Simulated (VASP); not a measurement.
# YN: relaxation of the atoms, by relaxation method

YN, slab, 8 atoms in the cell. PBE, relaxation of the atoms; PAW potentials N, Y_sv (PBE set).

| Relaxation method | Ionic steps | Electronic steps | Largest force left (eV/Å) | Energy gained (eV/atom) | Time (s) |
|---|---|---|---|---|---|
| conjugate gradient, POTIM 0.5 | 13 | 212 | 0.0198 | -0.0143 | 376 |
| quasi-Newton, POTIM 0.5 | 11 | 190 | 0.0189 | -0.0143 | 316 |
| damped dynamics, POTIM 0.2, SMASS 0.4 | 19 | 337 | 0.0190 | -0.0143 | 638 |

## Input of the first row

INCAR:
```
PREC     = Normal         # precision mode
ENCUT    = 500            # plane-wave cutoff, eV
EDIFF    = 1E-6           # SCF threshold, eV
ISMEAR   = 1              # smearing method
SIGMA    = 0.1            # smearing width, eV
LREAL    = False          # projectors in reciprocal space
LASPH    = True           # aspherical terms in the spheres
NELM     = 100            # most SCF steps
ALGO     = Normal         # electronic algorithm
LWAVE    = False          # write WAVECAR
LCHARG   = False          # write CHGCAR
IBRION   = 2              # ionic algorithm
NSW      = 150            # ionic steps
ISIF     = 2              # what is computed and relaxed
EDIFFG   = -0.02          # ionic threshold
POTIM    = 0.5            # step
KPAR     = 8             
```

KPOINTS:
```
k-points
0
Gamma
  8 8 1
```

POSCAR:
```
YN
1.0
    3.4485597718      0.0000000000      0.0000000000
   -1.7242798859      2.9865403689      0.0000000000
    0.0000000000      0.0000000000     24.8550804199
N Y
4 4
Selective dynamics
Direct
    0.3333330000      0.6666670000      0.3017490000  F F F
    0.0000000000      0.0000000000      0.4150350000  F F F
    0.6626200000      0.3468140000      0.5293380000  T T T
    0.3395720000      0.6673260000      0.6431320000  T T T
    0.6666670000      0.3333330000      0.3583920000  F F F
    0.3333330000      0.6666670000      0.4716780000  F F F
   -0.0186920000     -0.0059660000      0.5849870000  T T T
    0.6761400000      0.3633530000      0.7010570000  T T T
```

Commands:
```
cat potpaw_PBE.64/N/POTCAR potpaw_PBE.64/Y_sv/POTCAR > POTCAR
mpirun -np 8 vasp_std > vasp.out
```

Changes of the last row against the first:
```
- IBRION = 2
- POTIM = 0.5
+ IBRION = 3
+ POTIM = 0.2
+ SMASS = 0.4
```

VASP 6.6.1 took 376 s on 8 cores (Intel Xeon 6975P-C (Granite Rapids)), a shared host.
